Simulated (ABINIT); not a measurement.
Crystal: CdSe.

```
CELL_PARAMETERS angstrom
0.00000 3.07027 3.07027
3.07027 0.00000 3.07027
3.07027 3.07027 0.00000
ATOMIC_POSITIONS crystal
Cd 0.00000 0.00000 0.00000
Se 0.25000 0.25000 0.25000
```

Measurements of this composition are mostly on another form, of space group No. 186.

Base run:

- Program: ABINIT 10.8.3 (patched build)
- Functional: r2SCAN
- Potentials or basis: SG15 NC PBE v1.2
- Cutoff: 707 eV
- k mesh: 5 × 5 × 5
- Occupations: fermi-dirac, width 0.05 eV
- Spin: no spin polarisation

Its results: band gap on the k mesh 0.84 eV, direct; pressure 0.0 GPa.

The run is repeated on the same cell with these changes: potentials or basis from SG15 NC PBE v1.2 to Ansatz PAW PBE default generated set, frozen core; cutoff from 707 eV to 490 eV; valence electrons from 26 to 36. What comes out?

Band gap on the k mesh 1.03 eV, direct; pressure -0.2 GPa.

Caveats: the potentials were made for another functional, which shifts forces and pressure (some runs); the PAW data sets were made with another functional, which shifts forces and pressure a little (some runs); the atomic spheres overlap (some runs).
